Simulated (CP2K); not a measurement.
# Zn under changes of volume

One of the cells (15.169 Å³/atom); the others are scaled copies at fixed shape and fractional positions:

```xyz
1
Lattice="2.7786 0.0000 0.0000 1.3893 2.4063 0.0000 1.3893 0.8021 2.2687" Properties=species:S:1:pos:R:3 pbc="T T T"
Zn    0.0000    0.0000    0.0000
```

This isn't the form of Zn at room conditions, which is hcp.

```yaml
Program: CP2K 2026.2
Functional: LDA
Potentials_or_basis: GTH_POTENTIALS Zn GTH-PADE-q12; TZVP-MOLOPT-PBE-GTH basis
Density_cutoff: 6123 eV
k_mesh: 12 × 12 × 12
Occupations: fermi-dirac, width 0.05 eV
Spin: no spin polarisation
```

| volume (Å³/atom) | energy over the lowest point (meV/atom) | pressure (GPa) |
| --- | --- | --- |
| 14.259 | 0.00 | -4.1 |
| 14.563 | 9.33 | -5.6 |
| 14.866 | 21.33 | -6.9 |
| 15.169 | 35.60 | -8.1 |
| 15.473 | ? | ? |
| 15.776 | 70.05 | -9.9 |
| 16.080 | 89.47 | -10.6 |

Q: What does the run at 15.473 Å³/atom give?

A: Energy over the lowest point 51.94 meV/atom; pressure -9.1 GPa.

Worked out: A Birch-Murnaghan fit of order 3 (a polynomial in V^(-2/3)) to the other rows has no minimum within the range. It gives 52.02 meV/atom at 15.473 Å³/atom, against the run's 51.94, and -dE/dV = -9.1 GPa, against -9.1.

Energies are extrapolated to zero smearing.

Caveats: the basis of atomic orbitals isn't converged, which shifts pressures, moduli and gaps.
